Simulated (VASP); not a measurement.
Calculation: PBE GGA, VASP's PBE PAW potentials (set 64) (plane waves; VASP 6.6.1).

The input files of a VASP run:

File KPOINTS:
```
Automatic mesh
0
gamma
  7 7 7
0 0 0
```

**INCAR**
```
SYSTEM = Li2O
PREC = Accurate
ENCUT = 520
EDIFF = 1E-6
NELM = 100
ALGO = Normal
LREAL = .FALSE.
LASPH = .TRUE.
ISMEAR = 0
SIGMA = 0.05
GGA = PE
LWAVE = .FALSE.
LCHARG = .FALSE.
ISIF = 2
NELECT = 12.02
```

### POSCAR
```
Li2O
1
    0.0000000000     2.3562000000     2.3562000000
    2.3562000000     0.0000000000     2.3562000000
    2.3562000000     2.3562000000     0.0000000000
Li O
2 1
Direct
  0.2500000000   0.2500000000   0.2500000000
  0.7500000000   0.7500000000   0.7500000000
  0.0000000000   0.0000000000   0.0000000000
```

POTCAR, in this order: Li_sv O (PBE.64 set). Program: vasp_std.

The resulting files:

**OUTCAR**
```
 ion  position               nearest neighbor table
   1  0.250  0.250  0.250-   3 2.04   3 2.04   3 2.04   3 2.04   2 2.36   2 2.36   2 2.36   2 2.36
                             2 2.36   2 2.36
   2  0.750  0.750  0.750-   3 2.04   3 2.04   3 2.04   3 2.04   1 2.36   1 2.36   1 2.36   1 2.36
                             1 2.36   1 2.36
   3  0.000  0.000  0.000-   1 2.04   2 2.04   2 2.04   2 2.04   2 2.04   1 2.04   1 2.04   1 2.04
  LATTYP: Found a face centered cubic cell.
 ALAT       =     4.7124000000
 Subroutine PRICEL returns:
 Original cell was already a primitive cell.
 Subroutine GETGRP returns: Found 48 space group operations
The static configuration has the point symmetry O_h .
The dynamic configuration has the point symmetry O_h .
 Subroutine INISYM returns: Found 48 space group operations
 Subroutine IBZKPT returns following result:
 Found     20 irreducible k-points:

 Following reciprocal coordinates:
            Coordinates               Weight
  0.000000  0.000000  0.000000      1.000000
  0.142857  0.000000  0.000000      8.000000
  0.285714  0.000000  0.000000      8.000000
  0.428571  0.000000  0.000000      8.000000
  0.142857  0.142857  0.000000      6.000000
  0.285714  0.142857  0.000000     24.000000
  0.428571  0.142857  0.000000     24.000000
 -0.428571  0.142857  0.000000     24.000000
 -0.285714  0.142857  0.000000     24.000000
 -0.142857  0.142857  0.000000     12.000000
  0.285714  0.285714  0.000000      6.000000
  0.428571  0.285714  0.000000     24.000000
 -0.428571  0.285714  0.000000     24.000000
 -0.285714  0.285714  0.000000     12.000000
  0.428571  0.428571  0.000000      6.000000
 -0.428571  0.428571  0.000000     12.000000
  0.428571  0.285714  0.142857     24.000000
 -0.428571  0.285714  0.142857     48.000000
 -0.428571  0.428571  0.142857     24.000000
 -0.285714  0.428571  0.142857     24.000000
   k-points           NKPTS =     20   k-points in BZ     NKDIM =     20   number of bands    NBANDS=     10
...
```

**OSZICAR**
```
       N       E                     dE             d eps       ncg     rms          rms(c)
DAV:   1     0.441499673697E+02    0.44150E+02   -0.59911E+03   400   0.128E+03
DAV:   2    -0.103132920615E+02   -0.54463E+02   -0.51518E+02   458   0.241E+02
DAV:   3    -0.158433598493E+02   -0.55301E+01   -0.55089E+01   724   0.620E+01
DAV:   4    -0.159912620290E+02   -0.14790E+00   -0.14719E+00   486   0.858E+00
DAV:   5    -0.159929594887E+02   -0.16975E-02   -0.16973E-02   592   0.854E-01    0.746E+00
DAV:   6    -0.142632433068E+02    0.17297E+01   -0.10159E+01   402   0.198E+01    0.302E+00
DAV:   7    -0.142174334861E+02    0.45810E-01   -0.28776E-01   436   0.431E+00    0.146E+00
DAV:   8    -0.142130819256E+02    0.43516E-02   -0.60944E-02   484   0.311E+00    0.366E-01
DAV:   9    -0.142119370996E+02    0.11448E-02   -0.66110E-03   530   0.772E-01    0.112E-01
DAV:  10    -0.142124297155E+02   -0.49262E-03   -0.92876E-04   440   0.259E-01    0.649E-02
DAV:  11    -0.142123973113E+02    0.32404E-04   -0.62684E-05   478   0.101E-01    0.129E-02
DAV:  12    -0.142123990091E+02   -0.16978E-05   -0.61755E-06   540   0.258E-02    0.214E-03
DAV:  13    -0.142123992186E+02   -0.20946E-06   -0.75169E-07   444   0.864E-03
   1 F= -.14212399E+02 E0= -.14212160E+02  d E =-.479425E-03
```

OUTCAR:
```
------------------------ aborting loop because EDIFF is reached ----------------------------------------
  FORCE on cell =-STRESS in cart. coord.  units (eV):
  Direction    XX          YY          ZZ          XY          YZ          ZX
  --------------------------------------------------------------------------------------
  Total       -0.4920358     -0.4920358     -0.4920358      0.0000000      0.0000000     -0.0000000
  in kB      -30.1328912    -30.1328912    -30.1328912      0.0000000      0.0000000     -0.0000000
  external PRESSURE =     -30.1328912 kB  Pullay stress =       0.0000000 kB
  volume of cell :       26.16
      direct lattice vectors                 reciprocal lattice vectors
     0.000000000  2.356200000  2.356200000    -0.212206095  0.212206095  0.212206095
     2.356200000  0.000000000  2.356200000     0.212206095 -0.212206095  0.212206095
     2.356200000  2.356200000  0.000000000     0.212206095  0.212206095 -0.212206095
 POSITION                                       TOTAL-FORCE (eV/Angst)
 -----------------------------------------------------------------------------------
      1.17810      1.17810      1.17810         0.000000      0.000000      0.000000
      3.53430      3.53430      3.53430        -0.000000     -0.000000     -0.000000
      0.00000      0.00000      0.00000        -0.000000     -0.000000     -0.000000
 -----------------------------------------------------------------------------------
    total drift:                                0.000000      0.000000      0.000000
  FREE ENERGIE OF THE ION-ELECTRON SYSTEM (eV)
  ---------------------------------------------------
  free  energy   TOTEN  =       -14.2123992186 eV

  energy  without entropy=      -14.2119197933  energy(sigma->0) =      -14.21215951
```
(Selected blocks of OUTCAR.)

The cell is charged, with a uniform compensating background.

The compound is Li2O in the antifluorite structure. The cell was not relaxed at this level. The k-mesh is coarse (spacing up to 0.33 per Å, 2π included), so the numbers may not be converged in it. The run is one of a series of settings (NELECT = 12.02 against the base run), some of them coarse on purpose.
